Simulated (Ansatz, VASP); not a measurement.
# Two plane-wave programs on Ni

```
Ni
1.0
    -1.37424    1.37424    1.37424
     1.37424   -1.37424    1.37424
     1.37424    1.37424   -1.37424
Ni
1
Direct
  0.00000 0.00000 0.00000
```

Alike in both runs: functional PBEsol; k mesh 28 × 28 × 28; occupations gaussian, width 0.1 eV; no spin polarisation.

Ansatz relaxed the structure, and its values are those at the end. VASP's run is a single point on that final structure, the one shown.

|  | VASP | Ansatz |
| --- | --- | --- |
| version | VASP 6.6.1 | Ansatz 0.2.0 |
| potentials or method | VASP PAW PBE potentials, release 64 (Ni) | scalar-relativistic, plane waves, PAW |
| plane-wave cutoff (eV) | 520 | 420 |
| valence electrons in the cell | 10 | 18 |

|  | VASP | Ansatz | Ansatz less VASP |
| --- | --- | --- | --- |
| gap on the k mesh at the Fermi level (eV) | none | none | - |
| pressure (GPa) | 0.0 | 0.0 | +0.03 |

A gap of «none» marks a metal or a gap that the smearing closes. The two sets of potentials don't hold the same shells in valence.

Caveats: the PAW data sets were made with another functional, which shifts forces and pressure a little (VASP); the run has no spin polarisation, though such a crystal can be magnetic. Spin polarisation is off, so any magnetic state and its effect on volume and gap are missing.
